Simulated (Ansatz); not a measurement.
ZrSe₂

```
Zr Se
1.0
     3.79800    0.00000    0.00000
    -1.89900    3.28916    0.00000
     0.00000    0.00000    6.19200
Zr Se
1 2
Direct
  0.00000 0.00000 0.00000
  0.33333 0.66667 0.25000
  0.66667 0.33333 0.75000
```

Atoms are numbered in the order listed.

The cell is COD entry 1539555, as deposited and not checked against the literature; nothing was relaxed. It differs from other determinations.

Methods: DFT, PBE, all-electron LAPW, scalar-relativistic (Ansatz 0.2.0); DFT, PBE, PAW with Ansatz's default frozen-core files, scalar-relativistic (Ansatz 0.2.0).

For LAPW: a Γ-centred 8×8×5 k mesh, Fermi–Dirac smearing of 0.01 eV, basis error target 1 meV/atom, no spin polarisation. PAW takes a cutoff of 420 eV at this cell. The Ansatz runs share mesh, smearing and spin set-up. Values come from LAPW unless marked.

* Pressure at this cell: 1.94 GPa
* Band gap: 0.37 eV, indirect from Γ to L (0.5, 0, 0.5) (so small a gap may close at points that the mesh and path miss)
* Stress xx, yy, zz (compression positive): 1.37, 1.37, 3.08 GPa
* Largest force: 0.284 eV/Å on Se2
* Smallest direct gap on the path: 1.06 eV
* Löwdin charges (with 0.12 e of the cell spilling out of the atomic basis, so their sizes and signs hang on that basis): Zr1 0.73, Se2 -0.31 e
* Bader charges (from the PAW run): Zr1 +1.91, Se2 -0.96 e
* Volume per atom: 25.78 Å³
